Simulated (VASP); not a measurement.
# Mesh, vacuum, cutoff and functional for a few sheets of WS2, part 5 of 5

Wanted: the error that each setting leaves in the work function or ionisation potential of a few sheets of WS2.

VASP 6.6.1, plane waves and PAW; the level of theory is named at each step.

So far. Step 18 (Another level, functional optB88-vdW, disp nonlocal): Against the base run its depth below the vacuum changes by +0.26 eV. Step 19 (Another level, functional r2SCAN, disp none): Against the base run its depth below the vacuum changes by +0.18 eV.

## 21. With spin orbit coupling

This step: PBE, spin-orbit coupling, no spin polarisation; plane waves and PAW (S, W) (VASP 6.6.1).

For heavy elements spin-orbit coupling shifts the highest filled levels.

File INCAR:

```
SYSTEM = WS2
PREC = Normal
ENCUT = 350
EDIFF = 1E-06
NELM = 120
ISMEAR = 0
SIGMA = 0.05
LREAL = .FALSE.
ALGO = Normal
GGA = PE
LNONCOLLINEAR = .TRUE.
MAGMOM = 0 0 0 0 0 0 0 0 0 0 0 0 0 0 0 0 0 0
NBANDS = 48
GGA_COMPAT = .FALSE.
LASPH = .TRUE.
LSORBIT = .TRUE.
LMAXMIX = 4
LORBIT = 11
LWAVE = .FALSE.
LCHARG = .FALSE.
KPAR = 4
IDIPOL = 3
LDIPOL = .TRUE.
DIPOL = 0.5 0.5 0.5
LVHAR = .TRUE.
LVACPOTAV = .TRUE.
```

File POSCAR:

```
WS2
1.0
    3.1800000000      0.0000000000      0.0000000000
   -1.5900000000      2.7539607840      0.0000000000
    0.0000000000      0.0000000000     24.3750000000
S W
4 2
Direct
    0.3333333330      0.6666666670      0.6923076920
    0.3333333330      0.6666666670      0.5641025640
    0.6666666670      0.3333333330      0.4358974360
    0.6666666670      0.3333333330      0.3076923080
    0.6666666670      0.3333333330      0.6282051280
    0.3333333330      0.6666666670      0.3717948720
```

File KPOINTS:

```
Automatic mesh
0
Gamma
9 9 1
0 0 0
```

The projector-augmented-wave data sets are S and W (PBE family, release 64).

Launch:

```bash
$ mpirun -np 4 vasp_ncl
```

What it wrote:

```text
[... set-up lines as in an earlier step ...]
 entering main loop
       N       E                     dE             d eps       ncg     rms          rms(c)
DAV:   1     0.212685212447E+03    0.21269E+03   -0.11673E+04  1184   0.896E+02
DAV:   2    -0.243410609972E+02   -0.23703E+03   -0.22920E+03  1584   0.227E+02
DAV:   3    -0.496119404702E+02   -0.25271E+02   -0.24906E+02  1384   0.797E+01
DAV:   4    -0.505617584955E+02   -0.94982E+00   -0.94459E+00  1680   0.165E+01
[...]
DAV:  23    -0.477202104042E+02   -0.55987E-05   -0.31544E-07   976   0.161E-03    0.172E-03
DAV:  24    -0.477202117952E+02   -0.13910E-05   -0.66352E-08   848   0.860E-04    0.618E-04
DAV:  25    -0.477202121578E+02   -0.36267E-06   -0.20849E-08   704   0.473E-04
 [... a notice as in an earlier step ...]

   1 F= -.47720212E+02 E0= -.47720212E+02  d E =-.207708E-13  mag=    -0.0000    -0.0000     0.0000
```

Wall time 37 s (4 MPI ranks of Intel Xeon 6975P-C (Granite Rapids), shared host); peak memory 1.5 GiB; 2.4 min of CPU time.

Parts of OUTCAR (step 21):

```text
  Total        0.4335029      0.4335029      1.3666136      0.0000000      0.0000000     -0.0000000
  in kB        3.2536670      3.2536670     10.2571525      0.0000000      0.0000000     -0.0000000
  external PRESSURE =       5.5881622 kB  Pullay stress =       0.0000000 kB

 POSITION                                       TOTAL-FORCE (eV/Angst)
 -----------------------------------------------------------------------------------
     -0.00000      1.83597     16.87500         0.000000      0.000000      0.164063
     -0.00000      1.83597     13.75000         0.000000      0.000000     -0.073198
      1.59000      0.91799     10.62500         0.000000     -0.000000      0.073198
      1.59000      0.91799      7.50000        -0.000000     -0.000000     -0.164063
      1.59000      0.91799     15.31250        -0.000000      0.000000      0.031857
     -0.00000      1.83597      9.06250         0.000000     -0.000000     -0.031857
 -----------------------------------------------------------------------------------
    total drift:                                0.000000     -0.000000      0.000000

  FREE ENERGIE OF THE ION-ELECTRON SYSTEM (eV)
  ---------------------------------------------------
  free  energy   TOTEN  =       -47.7202121578 eV

  energy  without entropy=      -47.7202121578  energy(sigma->0) =      -47.72021216

 magnetization (x)
# of ion       s       p       d       tot
------------------------------------------
    1        0.000   0.000   0.000   0.000
    2       -0.000   0.000   0.000  -0.000
    3        0.000  -0.000   0.000  -0.000
    4        0.000   0.000   0.000   0.000
    5        0.000   0.000   0.000   0.000
    6        0.000  -0.000   0.000  -0.000
--------------------------------------------------
tot         -0.000  -0.000   0.000  -0.000

 magnetization (y)
# of ion       s       p       d       tot
------------------------------------------
    1        0.000   0.000   0.000   0.000
    2       -0.000   0.000   0.000   0.000
    3        0.000   0.000   0.000   0.000
    4        0.000   0.000   0.000   0.000
    5       -0.000  -0.000   0.000   0.000
    6        0.000  -0.000   0.000   0.000
--------------------------------------------------
tot         -0.000   0.000   0.000   0.000

 magnetization (z)
# of ion       s       p       d       tot
------------------------------------------
    1        0.000   0.000   0.000   0.000
    2        0.000   0.000   0.000   0.000
    3        0.000   0.000   0.000   0.000
    4        0.000   0.000   0.000   0.000
    5        0.000   0.000   0.000   0.000
    6        0.000   0.000   0.000   0.000
--------------------------------------------------
tot          0.000   0.000   0.000   0.000

[... 1 part as in an earlier step ...]

[... 2 further parts left out ...]
[key lines of the parts left out:]
E-fermi :   0.6506
```

This step gave:

* electronic cycles: 25
* free energy (TOTEN): -47.72 eV
* Fermi energy: 0.6506 eV
* vacuum levels: 5.708, 5.708 eV
* ionisation potentials of the upper and lower face: 5.3, 5.3 eV
* electron affinities of the upper and lower face: 3.941, 3.941 eV
* highest filled level below the vacuum: 5.3 eV
* gap on the k-mesh: 1.359 eV
* least direct gap on the k-mesh: 1.548 eV

The spin moment in the PAW sphere vanishes on all atoms.

Against the base run its depth below the vacuum changes by -0.02 eV.

## 22. Cost and result by level

Times are for 4 MPI ranks of Intel Xeon 6975P-C (Granite Rapids), shared host. The runs compared:

```
no.                       run  electronic cycles  bands  free energy (TOTEN) (eV)  eigenvalues first band  highest filled level below the vacuum (eV)   time  memory (GiB)
  1                  base run                 24     24                    -47.40                       7                                       5.317    8 s          0.71
  2    series over the cutoff                 23     24                    -47.23                       7                                       5.310  4.4 s          0.52
  3    series over the cutoff                 23     24                    -47.35                       7                                       5.315  5.8 s          0.61
  4  series over the smearing                 24     24                    -47.40                       7                                       5.317  7.4 s          0.74
  5  series over the smearing                 24     24                    -47.40                       7                                       5.317  7.4 s          0.72
  6  with spin orbit coupling                 25     48                    -47.72                      25                                         5.3   37 s           1.5
```

## 23. All runs together

This step: slab, study of settings, base PBE; plane waves and PAW (VASP 6.6.1).

Derived from the runs above.

Numbers from this step:

| Property | Result |
| --- | --- |
| highest filled level below the vacuum | 5.317 eV |

Energies of other functionals are not comparable and are left out. All runs:

```
change from the base run  level below the vacuum (eV)  shift (eV)  energy change (meV/atom)  core seconds
                    base                        5.317           0                         0            32
              mesh 3 x 3                        5.335       0.019                      10.8          19.2
              mesh 6 x 6                        5.316           0                       0.7          24.8
            mesh 12 x 12                        5.316           0                      -0.1          38.4
              vacuum 5 A                            -           -                      -0.4            16
              vacuum 8 A                        5.284      -0.033                      -0.2            20
             vacuum 24 A                        5.318       0.001                       0.1          41.6
           cutoff 210 eV                         5.31      -0.006                      28.5          17.6
           cutoff 280 eV                        5.315      -0.001                       8.7          23.2
        smearing 0.02 eV                        5.317           0                         0          29.6
         smearing 0.4 eV                        5.317           0                       0.1          29.6
                     LDA                        5.551       0.234                         -          22.4
                  PBEsol                        5.349       0.033                         -          29.6
                    RPBE                        5.235      -0.082                         -          28.8
              optB88-vdW                        5.578       0.262                         -           216
                  r2SCAN                        5.496        0.18                         -          74.4
     spin-orbit coupling                          5.3      -0.017                         -           148
```

## 24. Summary of results

```
highest filled level below the vacuum : 5.32 eV
```

The base run puts the highest filled level 5.32 eV below the vacuum at the upper face. Among the meshes tried the largest shift is 0.02 eV (mesh 3 x 3, at 0.6 times the cost). Among the vacuum widths the largest shift is -0.03 eV (vacuum 8 A, at 0.62 times the cost). The lower cutoffs shift it by about 0.01 eV or less. The smearing widths shift it by about 0.01 eV or less. With vacuum 5 A the program printed no vacuum level, so no level is given there, and the line on vacuum widths holds for the others alone. The functionals span 0.34 eV, from RPBE to optB88-vdW. The program warns that it found no field-free region at its default tolerance, also in runs whose level could not be checked against a flat part of the potential; that adds doubt to those levels. The thickness of the slab was not varied, and the small cell can't reconstruct. Costs come from a shared host, and the base run also writes a finer density of states, so small ratios mean little. All runs hold the atoms as cut and share one family of PAW data sets, so relaxation and each functional's own lattice are left out.

[Lines on the potential files, build, host, timing and source positions are cut from VASP's logs without a mark.]

[Logs are printed without paths, hosts, clocks, repeated set-up lines and the standing remarks that a program may print on its own settings, such as how far it seeks lower states.]

[Hosts, paths, dates, database ids (printed as entryN), source tags and the programs' standing remarks are cut or masked in the printed files.]

[In band tables of VASP the shares of atoms and orbitals are scaled to a sum of 1 inside the atoms' spheres.]

[Runs that stopped without an error message from VASP are left out.]
